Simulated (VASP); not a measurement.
# TiO2 (Rutile) (P4_2/mnm) in VASP: G0W0 quasiparticle levels with PBEsol

Aim: the G0W0 quasiparticle levels of TiO2 (Rutile) with PBEsol.

Everything below comes from runs of VASP 6.6.1. Logs are shortened: lines on timing, memory, paths and dates and some standing lists are left out, and cuts for length are marked.

**The experiment to reproduce.**

“Shallow Valence Band of Rutile GeO2 and P-type Doping”, 2020, arxiv:2011.08928 quotes, for a bulk crystal of TiO2 at 1.6 K: band gap 3.03 eV (direct).

The results are compared with them further down.

### Step 1. The structure

Symmetry: P4_2/mnm, No. 136, tetragonal system. Conventional cell: a = 4.592 Å, b = 4.592 Å, c = 2.957 Å, α = 90.00°, β = 90.00°, γ = 90.00°. Around Ti (site symmetry mmm) lie 6 O at 1.95 to 1.98 Å. O (site symmetry m2m) is surrounded by 3 Ti at 1.95 to 1.98 Å.

### Step 2. G0W0 quasiparticle levels, PBEsol

The input, POSCAR:

```
TiO2
1.0
    4.5922000000      0.0000000000      0.0000000000
    0.0000000000      4.5922000000      0.0000000000
    0.0000000000      0.0000000000      2.9574000000
Ti O
2 4
Direct
    0.0000000000      0.0000000000      0.0000000000
    0.5000000000      0.5000000000      0.5000000000
    0.3049600000      0.3049600000      0.0000000000
    0.1950400000      0.8049600000      0.5000000000
    0.6950400000      0.6950400000      0.0000000000
    0.8049600000      0.1950400000      0.5000000000
```

The input, INCAR.step1:

```
SYSTEM = TiO2
PREC     = Accurate       ! precision mode
ENCUT    = 450            ! plane-wave cutoff, eV
EDIFF    = 1E-8           ! SCF threshold, eV
ISMEAR   = 0              ! smearing method
SIGMA    = 0.01           ! smearing width, eV
LREAL    = .False.        ! projectors in reciprocal space
LASPH    = .True.         ! aspherical terms in the spheres
NELM     = 100            ! most SCF steps
ALGO     = Normal         ! electronic algorithm
LWAVE    = .True.         ! write WAVECAR
LCHARG   = .False.        ! write CHGCAR
GGA      = PS             ! functional
KPAR     = 8
```

The input, INCAR.step2:

```
SYSTEM = TiO2
PREC     = Accurate       ! precision mode
ENCUT    = 450            ! plane-wave cutoff, eV
EDIFF    = 1E-8           ! SCF threshold, eV
ISMEAR   = 0              ! smearing method
SIGMA    = 0.01           ! smearing width, eV
LREAL    = .False.        ! projectors in reciprocal space
LASPH    = .True.         ! aspherical terms in the spheres
NELM     = 1              ! most SCF steps
ALGO     = Exact          ! electronic algorithm
LWAVE    = .True.         ! write WAVECAR
LCHARG   = .False.        ! write CHGCAR
GGA      = PS             ! functional
NBANDS   = 324            ! bands
LOPTICS  = .True.         ! frequency-dependent dielectric function
ISTART   = 1            
KPAR     = 8
```

The input, INCAR.step3:

```
SYSTEM = TiO2
PREC     = Accurate       ! precision mode
ENCUT    = 450            ! plane-wave cutoff, eV
EDIFF    = 1E-8           ! SCF threshold, eV
ISMEAR   = 0              ! smearing method
SIGMA    = 0.01           ! smearing width, eV
LREAL    = .False.        ! projectors in reciprocal space
LASPH    = .True.         ! aspherical terms in the spheres
ALGO     = EVGW0          ! electronic algorithm
LWAVE    = .False.        ! write WAVECAR
LCHARG   = .False.        ! write CHGCAR
GGA      = PS             ! functional
NELMGW   = 1            
NBANDS   = 324            ! bands
ENCUTGW  = 150            ! cutoff of the response function
NOMEGA   = 50             ! frequency points
PRECFOCK = Fast         
ISTART   = 1            
NBANDSGW = 32           
KPAR     = 8
```

The input, KPOINTS:

```
regular mesh
0
Gamma
  4 4 6
  0 0 0
```

Potentials or basis: VASP PAW PBE potentials, release 64 (Ti_sv_GW, O_GW).

Command:

```bash
> cat potpaw_PBE.64/Ti_sv_GW/POTCAR potpaw_PBE.64/O_GW/POTCAR > POTCAR
> cp INCAR.step1 INCAR
> mpirun -np 8 vasp_std > vasp.out
> cp INCAR.step2 INCAR
> mpirun -np 8 vasp_std > vasp.out
> cp INCAR.step3 INCAR
> mpirun -np 8 vasp_std > vasp.out
```

OUTCAR:

```text
SYSTEM = TiO2
   PREC = Accurate
   ENCUT = 450
   EDIFF = 1E-8
   ISMEAR = 0
   LREAL = .False.
   LASPH = .True.
   GGA = PS
   NELMGW = 1
   ENCUTGW = 150
   PRECFOCK = Fast
   ISTART = 1

 ion  position               nearest neighbor table
   1  0.000  0.000  0.000-   4 1.95   6 1.95   4 1.95   6 1.95   5 1.98   3 1.98
   2  0.500  0.500  0.500-   3 1.95   5 1.95   3 1.95   5 1.95   4 1.98   6 1.98
   3  0.305  0.305  0.000-   2 1.95   2 1.95   1 1.98
   4  0.195  0.805  0.500-   1 1.95   1 1.95   2 1.98
   5  0.695  0.695  0.000-   2 1.95   2 1.95   1 1.98
   6  0.805  0.195  0.500-   1 1.95   1 1.95   2 1.98

  LATTYP: Found a simple tetragonal cell.
 ALAT       =     4.5922000000
 C/A-ratio  =     0.6440050520

  Lattice vectors:

 A1 = (   4.5922000000,   0.0000000000,   0.0000000000)
 A2 = (   0.0000000000,   4.5922000000,   0.0000000000)
 A3 = (   0.0000000000,   0.0000000000,   2.9574000000)

Analysis of symmetry for initial positions (statically):
=====================================================================
 Subroutine PRICEL returns:
 Original cell was already a primitive cell.

 Routine SETGRP: Setting up the symmetry group for a
 simple tetragonal supercell.

 Subroutine GETGRP returns: Found 16 space group operations
 (whereof  8 operations were pure point group operations)
 out of a pool of 16 trial point group operations.

The static configuration has the point symmetry D_2h.
 The point group associated with its full space group is D_4h.

Analysis of symmetry for dynamics (positions and initial velocities):
=====================================================================
 Subroutine PRICEL returns:
 Original cell was already a primitive cell.

 Routine SETGRP: Setting up the symmetry group for a
 simple tetragonal supercell.

 Subroutine GETGRP returns: Found 16 space group operations
 (whereof  8 operations were pure point group operations)
 out of a pool of 16 trial point group operations.

The dynamic configuration has the point symmetry D_2h.
 The point group associated with its full space group is D_4h.

 Subroutine INISYM returns: Found 16 space group operations
 (whereof  8 operations are pure point group operations),
 and found     1 'primitive' translations

----------------------------------------------------------------------------------------

                                     Primitive cell

  volume of cell :      62.3665

  direct lattice vectors                    reciprocal lattice vectors
     4.592200000  0.000000000  0.000000000     0.217760550  0.000000000  0.000000000
     0.000000000  4.592200000  0.000000000     0.000000000  0.217760550  0.000000000
     0.000000000  0.000000000  2.957400000     0.000000000  0.000000000  0.338134848

  length of vectors
     4.592200000  4.592200000  2.957400000     0.217760550  0.217760550  0.338134848

  position of ions in fractional coordinates (direct lattice)
     0.000000000  0.000000000  0.000000000
     0.500000000  0.500000000  0.500000000
     0.304960000  0.304960000  0.000000000
     0.195040000  0.804960000  0.500000000
     0.695040000  0.695040000  0.000000000
     0.804960000  0.195040000  0.500000000

  ion indices of the primitive-cell ions
   primitive index   ion index
                 1           1
                 2           2
                 3           3
                 4           4
                 5           5
                 6           6

----------------------------------------------------------------------------------------

 KPOINTS: regular mesh

Automatic generation of k-mesh.
 Grid dimensions read from file:
 generate k-points for:    4    4    6

 Generating k-lattice:

  Cartesian coordinates                     Fractional coordinates (reciprocal lattice)
     0.054440138  0.000000000  0.000000000     0.250000000  0.000000000  0.000000000
     0.000000000  0.054440138  0.000000000     0.000000000  0.250000000  0.000000000
     0.000000000  0.000000000  0.056355808     0.000000000  0.000000000  0.166666667

  Length of vectors
     0.054440138  0.054440138  0.056355808

  Shift w.r.t. Gamma in fractional coordinates (k-lattice)
     0.000000000  0.000000000  0.000000000

 Subroutine IBZKPT returns following result:
 ===========================================

 Found     24 irreducible k-points:

 Following reciprocal coordinates:
            Coordinates               Weight
  0.000000  0.000000  0.000000      1.000000
  0.250000  0.000000  0.000000      4.000000
  0.500000  0.000000  0.000000      2.000000
  0.250000  0.250000  0.000000      4.000000
  0.500000  0.250000  0.000000      4.000000
  0.500000  0.500000  0.000000      1.000000
[... 16 lines left out ...]
  0.500000  0.250000  0.500000      4.000000
  0.500000  0.500000  0.500000      1.000000
   k-points           NKPTS =     24   k-points in BZ     NKDIM =     96   number of bands    NBANDS=    324
   number of dos      NEDOS =    301   number of ions     NIONS =      6
   total plane-waves  NPLWV =  20480
   dimension x,y,z NGX =    32 NGY =   32 NGZ =   20
   dimension x,y,z NGXF=    64 NGYF=   64 NGZF=   40
   ions per type =               2   4
   NGX,Y,Z   is equivalent  to a cutoff of  11.58, 11.58, 11.24 a.u.
   NGXF,Y,Z  is equivalent  to a cutoff of  23.17, 23.17, 22.49 a.u.
 SYSTEM =  TiO2
   PREC   = accura    normal or accurate (medium, high low for compatibility)
   ISTART =      1    job   : 0-new  1-cont  2-samecut
   ICHARG =      0    charge: 1-file 2-atom 10-const
   ISPIN  =      1    spin polarized calculation?
   LNONCOLLINEAR =      F non collinear calculations
   LSORBIT =      F    spin-orbit coupling
   LASPH  =      T    aspherical Exc in radial PAW
   ENCUT  =  450.0 eV  33.07 Ry    5.75 a.u.   7.94  7.94  5.12*2*pi/ulx,y,z
   NELM   =     60;   NELMIN=  2; NELMDL=  0     # of ELM steps
   EDIFF  = 0.1E-07   stopping-criterion for ELM
   LREAL  =      F    real-space projection
   EDIFFG = 0.1E-06   stopping-criterion for IOM
   NSW    =      0    number of steps for IOM
   IBRION =     -1    ionic relax: 0-MD 1-quasi-New 2-CG
   NFREE  =      0    steps in history (QN), initial steepest desc. (CG)
   ISIF   =      0    stress and relaxation
   ISYM   =      3    0-nonsym 1-usesym 2-fastsym
   POTIM  = 0.5000    time-step for ionic-motion
   TEBEG  =    0.0;   TEEND  =   0.0 temperature during run
   PSTRESS=    0.0 pullay stress
   NELECT =      48.0000    total number of electrons
   NUPDOWN=      -1.0000    fix difference up-down
   EMIN   =  10.00;   EMAX   =-10.00  energy-range for DOS
   EFERMI =   0.00;   METHOD = LEGACY
   ISMEAR =     0;   SIGMA  =   0.01  broadening in eV -4-tet -1-fermi 0-gaus
   EFERMI_NEDOS =   21; number of points for ismear=-14 and -15
   IALGO  =     38    algorithm
   IMIX   =      4    mixing-type and parameters
     AMIX     =   0.40;   BMIX     =  1.00
     AMIX_MAG =   1.60;   BMIX_MAG =  1.00
  volume/ion in A,a.u.               =      10.39        70.15
  Fermi-wavevector in a.u.,A,eV,Ry     =   1.500277  2.835112 30.624403  2.250830
  Thomas-Fermi vector in A             =   2.611798
   LORBIT       =      0    0 simple, 1 ext, 2 COOP (PROOUT), +10 PAW based schemes
   GGA     = PS    functional components
   LHFCALC =     T    Hartree Fock is set to
   PRECFOCK=fast      Normal, Fast or Accurate (Low or Medium for compatibility)
   ENCUT4O =  -1.0   cutoff for four orbital integrals eV
   NKREDX  =     1    reduce k-point grid by
   NKREDY  =     1    reduce k-point grid by
   NKREDZ  =     1    reduce k-point grid by
   AEXX    =    1.0000 exact exchange contribution
   HFSCREEN=    0.0000 screening length (either q_TF or 0.3 A-1)
   HFSCREENC=   0.0000 screening length for correlation (either q_TF or 0.3 A-1)
   ENCUTFOCK=  -1.0 apply spherical cutoff to Coloumb kernel
   IVDW    =     0    specifies the selected vdW correction
   LEPSILON=     F    determine dielectric tensor
   LRPA    =     F    only Hartree local field effects (RPA)
   LRPAFORCE           =     F    calculate RPA forces
   ENCUTGW             = 150.0    cutoff for response function in eV
   ENCUTGWSOFT         = 120.0    soft cutoff for Coulomb kernel in GW response function in eV
   ENCUTLF             =  -1.0    cutoff for local field effects
   NELMGW              =     1    number of iterations in solving QP/BSE equation
   NELMHF              =     1    number of iterations in the inner HF iteration
   NKREDLFX            =     1    NKREDLFY  =   1   NKREDLFZ  =   1
 non-spin polarized calculation
 Gauss-broadening in eV      SIGMA  =   0.01
  energy-cutoff  :      450.00
  volume of cell :       62.37
 maximum number of plane-waves:      1366
 NGX is ok and might be reduce to    32
  NGX = 18; NGY = 18; NGZ = 12
   NGX = 15   NGY = 15   NGZ = 11
 maximum number of plane-waves:       270

 QP shifts <psi_nk| G(iteration)W_0 |psi_nk>: iteration 1
 for sc-GW calculations column KS-energies equals QP-energies in previous step
 and V_xc(KS)=  KS-energies - (<T + V_ion + V_H > + <T+V_H+V_ion>^1  + <V_x>^1)

 k-point   1 :       0.0000    0.0000    0.0000
  band No.  KS-energies  QP-energies   sigma(KS)   V_xc(KS)     V^pw_x(r,r')   Z            occupation Imag(sigma)

      1     -51.8776     -53.0229     -26.6400     -24.6915     -41.6221       0.5878       2.0000       1.8483
      2     -51.8601     -52.9939     -26.6231     -24.7105     -41.6292       0.5928       2.0000       1.8479
      3     -28.3134     -29.1846     -25.1874     -23.8263     -34.5176       0.6401       2.0000       1.1746
      4     -28.3134     -29.1846     -25.1874     -23.8263     -34.5176       0.6401       2.0000       1.1746
      5     -28.1425     -29.0367     -25.3928     -24.0207     -34.5561       0.6517       2.0000       1.0793
      6     -28.1425     -29.0367     -25.3928     -24.0207     -34.5561       0.6517       2.0000       1.0793
[... 24 lines left out ...]
     31       9.3361      10.7243     -19.7979     -21.8468     -12.3026       0.6775       0.0000      -0.6919
     32      11.4132      12.8714     -20.8352     -22.9329     -14.3204       0.6951       0.0000      -0.5987

 k-point   2 :       0.2500    0.0000    0.0000
  band No.  KS-energies  QP-energies   sigma(KS)   V_xc(KS)     V^pw_x(r,r')   Z            occupation Imag(sigma)

      1     -51.8749     -53.0185     -26.6376     -24.6942     -41.6231       0.5885       2.0000       1.8481
      2     -51.8626     -52.9979     -26.6257     -24.7078     -41.6283       0.5920       2.0000       1.8479
      3     -28.2927     -29.1683     -25.2167     -23.8517     -34.5209       0.6415       2.0000       1.1609
      4     -28.2927     -29.1683     -25.2167     -23.8517     -34.5209       0.6415       2.0000       1.1609
      5     -28.1655     -29.0505     -25.3591     -23.9899     -34.5482       0.6464       2.0000       1.0950
      6     -28.1655     -29.0505     -25.3591     -23.9899     -34.5482       0.6464       2.0000       1.0950
[... 24 lines left out ...]
     31       9.6466      11.1347     -20.1261     -22.2180     -13.8630       0.7114       0.0000      -0.4372
     32      11.2221      12.6779     -20.6084     -22.6905     -14.2879       0.6992       0.0000      -0.5439
[... 754 lines left out ...]
     31      10.0014      11.5203     -20.2824     -22.4407     -13.7571       0.7037       0.0000      -0.4645
     32      10.0014      11.5203     -20.2824     -22.4407     -13.7571       0.7037       0.0000      -0.4645

 k-point  24 :       0.5000    0.5000    0.5000
  band No.  KS-energies  QP-energies   sigma(KS)   V_xc(KS)     V^pw_x(r,r')   Z            occupation Imag(sigma)

      1     -51.8266     -52.9805     -26.6547     -24.7364     -41.6443       0.6015       2.0000       1.8466
      2     -51.8266     -52.9805     -26.6547     -24.7364     -41.6443       0.6015       2.0000       1.8466
      3     -28.5542     -29.5140     -25.1748     -23.7007     -34.5018       0.6511       2.0000       1.2876
      4     -28.5542     -29.5140     -25.1748     -23.7007     -34.5018       0.6511       2.0000       1.2876
      5     -28.1668     -29.0362     -25.3280     -23.9802     -34.5457       0.6450       2.0000       1.1063
      6     -28.1668     -29.0362     -25.3280     -23.9802     -34.5457       0.6450       2.0000       1.1063
[... 24 lines left out ...]
     31      10.6857      12.1343     -20.3608     -22.4277     -13.8455       0.7008       0.0000      -0.5398
     32      10.6857      12.1343     -20.3608     -22.4277     -13.8455       0.7008       0.0000      -0.5398
```

Wall time 16 min (8 MPI ranks of Intel Xeon Platinum 8488C (Sapphire Rapids), shared host); peak memory 1.3 GiB.

What came out:

```yaml
Band_gap_on_the_k_mesh_mean-field_level: 1.85 eV, direct
Quasiparticle_gap: 3.50 eV
Least_direct_quasiparticle_gap: 3.56 eV
```

Levels at points of the mesh, in eV from the valence-band top:
```csv
k point,band 22,band 23,band 24,band 25,band 26,band 27
"(0.00, 0.00, 0.00)",-0.45,-0.45,0.00,1.85,2.15,2.44
"(0.50, 0.00, 0.00)",-1.66,-0.76,-0.76,2.53,2.54,3.04
"(0.50, 0.50, 0.00)",-1.32,-1.07,-1.07,1.89,1.90,2.51
"(0.00, 0.00, 0.50)",-2.42,-1.44,-1.44,2.98,3.02,3.18
"(0.50, 0.00, 0.50)",-2.08,-1.05,-1.05,1.88,1.88,3.21
"(0.50, 0.50, 0.50)",-1.30,-0.68,-0.68,2.59,2.59,3.22
```

Caveat: bands, screening cutoff and mesh are small and nothing is extrapolated, so the quasiparticle values aren't converged.

### Step 3. How close it comes

Step 2. Measured direct gap of TiO2: 3.03 eV (direct; 1.6 K; quoted in “Shallow Valence Band of Rutile GeO2 and P-type Doping”, 2020, arxiv:2011.08928). This calculation gives 3.56 eV (+0.53 eV). The value is that of G0W0 on PBEsol, without temperature or zero-point motion.
